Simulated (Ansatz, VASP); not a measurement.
MgO: VASP beside Ansatz

```
Mg O
1.0
     2.93802    0.00000    0.00000
    -1.46901    2.54440    0.00000
     0.00000    0.00000    2.59929
Mg O
1 1
Direct
  0.00000 0.00000 0.00000
  0.33333 0.66667 0.50000
```

Change from the starting cell: strain +0.000 along x and y, -0.030 along z, atoms carried along.

Alike in both runs: task single point; functional LDA; k mesh 9 × 9 × 8; occupations gaussian, width 0.05 eV; no spin polarisation.

|  | VASP | Ansatz |
| --- | --- | --- |
| version | VASP 6.6.1 | Ansatz 0.2.0 |
| potentials or method | VASP PAW LDA potentials, release 64 (Mg, O) | scalar-relativistic, plane waves, PAW |
| plane-wave cutoff (eV) | 520 | 420 |
| valence electrons in the cell | 8 | 16 |

```csv
,VASP,Ansatz,Ansatz less VASP
gap on the k mesh at the Fermi level (eV),2.97,2.97,+0.003
least direct gap on the mesh (eV),3.33,3.33,-0.001
pressure (GPa),-6.3,-4.6,+1.69
largest component of the traceless stress (GPa),10.78,11.04,+0.260
```

The two sets of potentials don't hold the same shells in valence.

Caveats: an odd mesh through Γ misses points on the zone boundary, where band edges often lie.
